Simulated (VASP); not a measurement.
# TiO2 (Rutile) (P4_2/mnm) in VASP: relaxation of cell and atoms with PBEsol

Aim: the relaxation of cell and atoms of TiO2 (Rutile) with PBEsol.

All numbers are computed with VASP 6.6.1; they aren't measurements. Logs are shortened: lines on timing, memory, paths and dates and some standing lists are left out, and cuts for length are marked.

**1. The crystal as given**

The structure is tetragonal, space group P4_2/mnm (No. 136). Conventional cell: a = 4.592 Å, b = 4.592 Å, c = 2.942 Å, α = 90.00°, β = 90.00°, γ = 90.00°. Around Ti (site symmetry mmm) lie 6 O at 1.94 to 1.98 Å. O (site symmetry m2m) is surrounded by 3 Ti at 1.94 to 1.98 Å.

**2. Relaxation of cell and atoms, PBEsol**

File INCAR:

```
ALGO = Normal
EDIFF = 1E-7
EDIFFG = -0.005
ENCUT = 600
GGA = PS
IBRION = 2
ISIF = 3
ISMEAR = 0
KPAR = 2
LASPH = True
LCHARG = False
LREAL = False
LWAVE = False
NELM = 80
NSW = 90
PREC = Accurate
SIGMA = 0.03
```

File KPOINTS:

```
k-points
0
Gamma
  6 6 10
```

File POSCAR:

```
TiO2                                    
1.0
    4.5924156965      0.0000000000      0.0000000000
    0.0000000000      4.5924156965      0.0000000000
    0.0000000000      0.0000000000      2.9417133051
  Ti              O             
     2     4
Direct
     1.0000000000000000    1.0000000000000000    0.0000000000000000
     0.5000000000000000    0.5000000000000000    0.5000000000000000
     0.3042848952318485    0.3042848952318485    1.0000000000000000
     0.1957151047681514    0.8042848952318487    0.5000000000000000
     0.6957151047681513    0.6957151047681513    0.0000000000000000
     0.8042848952318487    0.1957151047681514    0.5000000000000000
```

Potentials or basis: VASP PAW PBE potentials, release 64 (Ti_sv, O).

Run with:

```bash
cat potpaw_PBE.64/Ti_sv/POTCAR potpaw_PBE.64/O/POTCAR > POTCAR
mpirun -np 2 vasp_std > vasp.out
```

OUTCAR:

```text
EDIFF = 1E-7
   EDIFFG = -0.005
   ENCUT = 600
   GGA = PS
   IBRION = 2
   ISIF = 3
   ISMEAR = 0
   LASPH = True
   LREAL = False
   NELM = 80
   NSW = 90
   PREC = Accurate

 ion  position               nearest neighbor table
   1  0.000  0.000  0.000-   4 1.94   6 1.94   4 1.94   6 1.94   5 1.98   3 1.98
   2  0.500  0.500  0.500-   3 1.94   5 1.94   3 1.94   5 1.94   4 1.98   6 1.98
   3  0.304  0.304  0.000-   2 1.94   2 1.94   1 1.98
   4  0.196  0.804  0.500-   1 1.94   1 1.94   2 1.98
   5  0.696  0.696  0.000-   2 1.94   2 1.94   1 1.98
   6  0.804  0.196  0.500-   1 1.94   1 1.94   2 1.98

  LATTYP: Found a simple tetragonal cell.
 ALAT       =     4.5924156965
 C/A-ratio  =     0.6405590215

  Lattice vectors:

 A1 = (   4.5924156965,   0.0000000000,   0.0000000000)
 A2 = (   0.0000000000,   4.5924156965,   0.0000000000)
 A3 = (   0.0000000000,   0.0000000000,   2.9417133051)

Analysis of symmetry for initial positions (statically):
=====================================================================
 Subroutine PRICEL returns:
 Original cell was already a primitive cell.

 Routine SETGRP: Setting up the symmetry group for a
 simple tetragonal supercell.

 Subroutine GETGRP returns: Found 16 space group operations
 (whereof  8 operations were pure point group operations)
 out of a pool of 16 trial point group operations.

The static configuration has the point symmetry D_2h.
 The point group associated with its full space group is D_4h.

Analysis of symmetry for dynamics (positions and initial velocities):
=====================================================================
 Subroutine PRICEL returns:
 Original cell was already a primitive cell.

 Routine SETGRP: Setting up the symmetry group for a
 simple tetragonal supercell.

 Subroutine GETGRP returns: Found 16 space group operations
 (whereof  8 operations were pure point group operations)
 out of a pool of 16 trial point group operations.

The dynamic configuration has the point symmetry D_2h.
 The point group associated with its full space group is D_4h.

 Subroutine INISYM returns: Found 16 space group operations
 (whereof  8 operations are pure point group operations),
 and found     1 'primitive' translations

----------------------------------------------------------------------------------------

                                     Primitive cell

  volume of cell :      62.0416

  direct lattice vectors                    reciprocal lattice vectors
     4.592415696  0.000000000  0.000000000     0.217750323  0.000000000  0.000000000
     0.000000000  4.592415696  0.000000000     0.000000000  0.217750323  0.000000000
     0.000000000  0.000000000  2.941713305     0.000000000  0.000000000  0.339937953

  length of vectors
     4.592415696  4.592415696  2.941713305     0.217750323  0.217750323  0.339937953

  position of ions in fractional coordinates (direct lattice)
     0.000000000  0.000000000  0.000000000
     0.500000000  0.500000000  0.500000000
     0.304284895  0.304284895  0.000000000
     0.195715105  0.804284895  0.500000000
     0.695715105  0.695715105  0.000000000
     0.804284895  0.195715105  0.500000000

  ion indices of the primitive-cell ions
   primitive index   ion index
                 1           1
                 2           2
                 3           3
                 4           4
                 5           5
                 6           6

----------------------------------------------------------------------------------------

 KPOINTS: k-points

Automatic generation of k-mesh.
[... 73 lines left out ...]
   ISYM   =      2    0-nonsym 1-usesym 2-fastsym
   POTIM  = 0.5000    time-step for ionic-motion
   TEBEG  =    0.0;   TEEND  =   0.0 temperature during run
   PSTRESS=    0.0 pullay stress
   NELECT =      48.0000    total number of electrons
   NUPDOWN=      -1.0000    fix difference up-down
   EMIN   =  10.00;   EMAX   =-10.00  energy-range for DOS
   EFERMI =   0.00;   METHOD = LEGACY
   ISMEAR =     0;   SIGMA  =   0.03  broadening in eV -4-tet -1-fermi 0-gaus
   EFERMI_NEDOS =   21; number of points for ismear=-14 and -15
   IALGO  =     38    algorithm
   IMIX   =      4    mixing-type and parameters
     AMIX     =   0.40;   BMIX     =  1.00
     AMIX_MAG =   1.60;   BMIX_MAG =  1.00
  volume/ion in A,a.u.               =      10.34        69.78
  Fermi-wavevector in a.u.,A,eV,Ry     =   1.502892  2.840053 30.731251  2.258683
  Thomas-Fermi vector in A             =   2.614073
   LORBIT       =      0    0 simple, 1 ext, 2 COOP (PROOUT), +10 PAW based schemes
   GGA     = PS    functional components
   LHFCALC =     F    Hartree Fock is set to
   AEXX    =    0.0000 exact exchange contribution
   IVDW    =     0    specifies the selected vdW correction
   LEPSILON=     F    determine dielectric tensor
   LRPA    =     F    only Hartree local field effects (RPA)
 conjugate gradient relaxation of ions
 non-spin polarized calculation
 Gauss-broadening in eV      SIGMA  =   0.03
  energy-cutoff  :      600.00
  volume of cell :       62.04
 maximum number of plane-waves:      2092
 NGX is ok and might be reduce to    40
   NGX = 19   NGY = 19   NGZ = 11

--------------------------------------- Ionic step        1  -------------------------------------------

 number of electron      47.9999990 magnetization

 Free energy of the ion-electron system (eV)
  ---------------------------------------------------
  ext. energy  EPLUGINS =         0.00000000
  ---------------------------------------------------
  free energy    TOTEN  =       -56.10684034 eV

  energy without entropy =      -56.10684034  energy(sigma->0) =      -56.10684034

------------------------ aborting loop because EDIFF is reached ----------------------------------------

  FORCE on cell =-STRESS in cart. coord.  units (eV):
  Direction    XX          YY          ZZ          XY          YZ          ZX
  --------------------------------------------------------------------------------------
  -------------------------------------------------------------------------------------
  Total        0.0078928      0.0078928      0.0011677      0.0000000      0.0000000      0.0000000
  in kB        0.2038252      0.2038252      0.0301556      0.0000000      0.0000000      0.0000000
  external PRESSURE =       0.1459353 kB  Pullay stress =       0.0000000 kB

 VOLUME and BASIS-vectors are now :
 -----------------------------------------------------------------------------
  energy-cutoff  :      600.00
  volume of cell :       62.04
      direct lattice vectors                 reciprocal lattice vectors
     4.592415696  0.000000000  0.000000000     0.217750323  0.000000000  0.000000000
     0.000000000  4.592415696  0.000000000     0.000000000  0.217750323  0.000000000
     0.000000000  0.000000000  2.941713305     0.000000000  0.000000000  0.339937953

 POSITION                                       TOTAL-FORCE (eV/Angst)
 -----------------------------------------------------------------------------------
      0.00000      0.00000      0.00000         0.000000      0.000000      0.000000
      2.29621      2.29621      1.47086         0.000000      0.000000      0.000000
      1.39740      1.39740      0.00000         0.003812      0.003812     -0.000000
      0.89881      3.69361      1.47086        -0.003812      0.003812     -0.000000
      3.19501      3.19501      0.00000        -0.003812     -0.003812      0.000000
      3.69361      0.89881      1.47086         0.003812     -0.003812      0.000000
 -----------------------------------------------------------------------------------
    total drift:                                0.000000      0.000000     -0.000000

  FREE ENERGIE OF THE ION-ELECTRON SYSTEM (eV)
  ---------------------------------------------------
  free  energy   TOTEN  =       -56.1068403364 eV

  energy  without entropy=      -56.1068403364  energy(sigma->0) =      -56.10684034

--------------------------------------- Ionic step        2  -------------------------------------------

 number of electron      47.9999990 magnetization

 Free energy of the ion-electron system (eV)
  ---------------------------------------------------
  ext. energy  EPLUGINS =         0.00000000
  ---------------------------------------------------
  free energy    TOTEN  =       -56.10684411 eV

  energy without entropy =      -56.10684411  energy(sigma->0) =      -56.10684411

 E-fermi :   4.9258     XC(G=0): -11.7344

 val. band max:        4.7876590161   @ k =   0.0000   0.0000   0.0000
 cond. band min:       6.6201659337   @ k =   0.0000   0.0000   0.0000
 fundamental gap:      1.8325069176
 Fermi energy:         4.9258056143

 k-point     1 :       0.0000    0.0000    0.0000
  band No.  band energies     occupation
      1     -51.8457      2.00000
      2     -51.8275      2.00000
      3     -28.2747      2.00000
      4     -28.2747      2.00000
      5     -28.1015      2.00000
      6     -28.1015      2.00000
[... 733 lines left out ...]
     27       7.9294      0.00000
     28       7.9294      0.00000

 [... further k-points ...]
[... 5 lines left out ...]
  --------------------------------------------------------------------------------------
  -------------------------------------------------------------------------------------
  Total        0.0062640      0.0062640     -0.0010031      0.0000000      0.0000000      0.0000000
  in kB        0.1617404      0.1617404     -0.0259010      0.0000000      0.0000000      0.0000000
  external PRESSURE =       0.0991932 kB  Pullay stress =       0.0000000 kB

 VOLUME and BASIS-vectors are now :
 -----------------------------------------------------------------------------
  energy-cutoff  :      600.00
  volume of cell :       62.05
      direct lattice vectors                 reciprocal lattice vectors
     4.592707138  0.000000000  0.000000000     0.217736505  0.000000000  0.000000000
     0.000000000  4.592707138  0.000000000     0.000000000  0.217736505  0.000000000
     0.000000000  0.000000000  2.941740925     0.000000000  0.000000000  0.339934762

 POSITION                                       TOTAL-FORCE (eV/Angst)
 -----------------------------------------------------------------------------------
      0.00000      0.00000      0.00000         0.000000     -0.000000      0.000000
      2.29635      2.29635      1.47087         0.000000     -0.000000      0.000000
      1.39768      1.39768      2.94174         0.000599      0.000599     -0.000000
      0.89868      3.69403      1.47087        -0.000599      0.000599      0.000000
      3.19503      3.19503      0.00000        -0.000599     -0.000599      0.000000
      3.69403      0.89868      1.47087         0.000599     -0.000599      0.000000
 -----------------------------------------------------------------------------------
    total drift:                                0.000000     -0.000000     -0.000000

  FREE ENERGIE OF THE ION-ELECTRON SYSTEM (eV)
  ---------------------------------------------------
  free  energy   TOTEN  =       -56.1068441112 eV

  energy  without entropy=      -56.1068441112  energy(sigma->0) =      -56.10684411

 reached required accuracy - stopping structural energy minimisation
```

Run time: 1.8 min. Hardware: 2 MPI ranks of Intel Xeon Platinum 8488C (Sapphire Rapids), shared host; peak memory 0.25 GiB.

Results:

```
Free energy                            : -56.1068 eV
Relaxed volume                         : 10.34 Å³/atom
Relaxed cell                           : a = 4.593 Å, b = 4.593 Å, c = 2.942 Å, α = 90.00°, β = 90.00°, γ = 90.00°
Space group after relaxing (to 0.05 Å) : P4_2/mnm (No. 136)
Energy gained by relaxing              : 0.0 meV/atom
Ionic steps                            : 2
Pressure after relaxing                : 0.0 GPa
Band gap on the k mesh                 : 1.83 eV, direct
```

Final structure:
```cif
data_structure
_symmetry_space_group_name_H-M 'P 1'
_symmetry_Int_Tables_number 1
_cell_length_a 4.5927
_cell_length_b 4.5927
_cell_length_c 2.9417
_cell_angle_alpha 90.000
_cell_angle_beta 90.000
_cell_angle_gamma 90.000
_cell_volume 62.05
loop_
_atom_site_label
_atom_site_type_symbol
_atom_site_fract_x
_atom_site_fract_y
_atom_site_fract_z
_atom_site_occupancy
Ti1 Ti 0.00000 0.00000 0.00000 1
Ti2 Ti 0.50000 0.50000 0.50000 1
O1 O 0.30432 0.30432 0.00000 1
O2 O 0.19567 0.80432 0.50000 1
O3 O 0.69568 0.69568 0.00000 1
O4 O 0.80432 0.19567 0.50000 1
```

Levels at points of the mesh, in eV from the valence-band top:
| k point | band 21 | band 22 | band 23 | band 24 | band 25 | band 26 | band 27 | band 28 |
| --- | --- | --- | --- | --- | --- | --- | --- | --- |
| (0.00, 0.00, 0.00) | -0.69 | -0.46 | -0.46 | 0.00 | 1.83 | 2.11 | 2.41 | 2.50 |
| (0.50, 0.00, 0.00) | -1.64 | -1.64 | -0.76 | -0.76 | 2.51 | 2.51 | 3.04 | 3.04 |
| (0.50, 0.50, 0.00) | -1.30 | -1.30 | -1.09 | -1.09 | 1.87 | 1.87 | 2.53 | 2.53 |
| (0.00, 0.00, 0.50) | -2.43 | -2.43 | -1.45 | -1.45 | 2.98 | 2.98 | 3.22 | 3.22 |
| (0.50, 0.00, 0.50) | -2.08 | -2.08 | -1.06 | -1.06 | 1.88 | 1.88 | 3.24 | 3.24 |
| (0.50, 0.50, 0.50) | -1.31 | -1.31 | -0.68 | -0.68 | 2.59 | 2.59 | 3.20 | 3.20 |

Caveat: the PAW data sets were made with another functional, which shifts forces and pressure a little. As with any semilocal functional, this PBEsol gap is likely too small.
